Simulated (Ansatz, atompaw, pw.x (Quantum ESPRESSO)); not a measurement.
# pw.x on fcc Hf: one setting changed

Potential: PAW, atompaw 4.2.0.5, PBE; core [Kr] 4d10 4f14, reference 5s2 5p6 5d2 6s2 6p0; waves: 5s (bound): rc 1.35 bohr; 6s (bound): rc 2.65 bohr; 5p (bound): rc 2.20 bohr; 6p (bound, empty): rc 2.65 bohr; 5d (bound): rc 2.65 bohr; 5d channel at 2.25 Ry: rc 2.65 bohr; local part: bessel scheme, radius 1.85 bohr; core correction: smooth core density matched at 1.80 bohr; augmentation: sinc compensation charge, radius 2.35 bohr; PAW radius 2.65 bohr; waves and projectors: custom rrkj gramschmidtortho.

The reference run (k-mesh 13³, cutoffs 50/500 Ry, Fermi–Dirac 0.01 Ry, mixing_beta 0.4, conv_thr 1e-9, no spin) gives 0.56 GPa at 22.681 Å³/atom, where all-electron LAPW gives -0.23 GPa. This run, with its own iteration cap, changes degauss to 0.02.

```
&control
  calculation='scf', prefix='x', pseudo_dir='./', outdir='./tmp', tstress=.true., disk_io='none'
/
&system
  ibrav=0, nat=1, ntyp=1, ecutwfc=50, ecutrho=500, nbnd=14,
  occupations='smearing', smearing='fd', degauss=0.02
/
&electrons
  conv_thr=1e-09, mixing_beta=0.4, electron_maxstep=50
/
ATOMIC_SPECIES
Hf 1.0 Hf.UPF
CELL_PARAMETERS angstrom
  0.00000000 2.24669474 2.24669474
  2.24669474 0.00000000 2.24669474
  2.24669474 2.24669474 0.00000000
ATOMIC_POSITIONS crystal
Hf 0.0000 0.0000 0.0000
K_POINTS automatic
13 13 13 0 0 0
```

```bash
pw.x < Hf.scf.in > Hf.scf.out
```

Task: How does the run end?

Result: It converges in 7 iterations; the free energy moves by -130.4 meV/atom and the pressure by +0.82 GPa. In a metal, with Fermi–Dirac smearing, F lies below its zero-width value by a term in the square of the width.

```
Message from routine setup:
     using ibrav=0 with symmetry is DISCOURAGED, use correct ibrav instead
     lattice parameter (alat)  =       6.0042  a.u.
     unit-cell volume          =     153.0590 (a.u.)^3
     number of electrons       =        12.00
     number of Kohn-Sham states=           14
     kinetic-energy cutoff     =      50.0000  Ry
     charge density cutoff     =     500.0000  Ry
     scf convergence threshold =      1.0E-09
     Exchange-correlation= SLA PW PBX PBC
     number of k points=    84  Fermi-Dirac smearing, width (Ry)=  0.0200
     iteration #  1     ecut=    50.00 Ry     beta= 0.40
     total energy              =    -696.22188624 Ry
     estimated scf accuracy    <       0.02150953 Ry
     iteration #  2     ecut=    50.00 Ry     beta= 0.40
     total energy              =    -696.22104512 Ry
     estimated scf accuracy    <       0.00328329 Ry
     iteration #  3     ecut=    50.00 Ry     beta= 0.40
     total energy              =    -696.22172313 Ry
     estimated scf accuracy    <       0.00021566 Ry
     iteration #  4     ecut=    50.00 Ry     beta= 0.40
     total energy              =    -696.22173101 Ry
     estimated scf accuracy    <       0.00000314 Ry
     iteration #  5     ecut=    50.00 Ry     beta= 0.40
     total energy              =    -696.22173207 Ry
     estimated scf accuracy    <       0.00000033 Ry
     iteration #  6     ecut=    50.00 Ry     beta= 0.40
     total energy              =    -696.22173217 Ry
     estimated scf accuracy    <          6.2E-09 Ry
     iteration #  7     ecut=    50.00 Ry     beta= 0.40
     the Fermi energy is    13.8990 ev
!    total energy              =    -696.22173217 Ry
     estimated scf accuracy    <          2.9E-10 Ry
     smearing contrib. (-TS)   =      -0.02464686 Ry
     The total energy is F=E-TS. E is the sum of the following terms:
     one-electron contribution =     -16.68175835 Ry
     hartree contribution      =      16.41898456 Ry
     xc contribution           =     -14.92400565 Ry
     ewald contribution        =     -77.75276395 Ry
     one-center paw contrib.   =    -603.25754194 Ry
     convergence has been achieved in   7 iterations
          total   stress  (Ry/bohr**3)                   (kbar)     P=       13.87
     Message from routine punch:
     Nothing written, as per user request (disk_io='none')
```

The run took about 20 s on one core of a shared host (AMD EPYC 7R43 64-Core Processor, 256 threads, 1004 GiB, load 95).
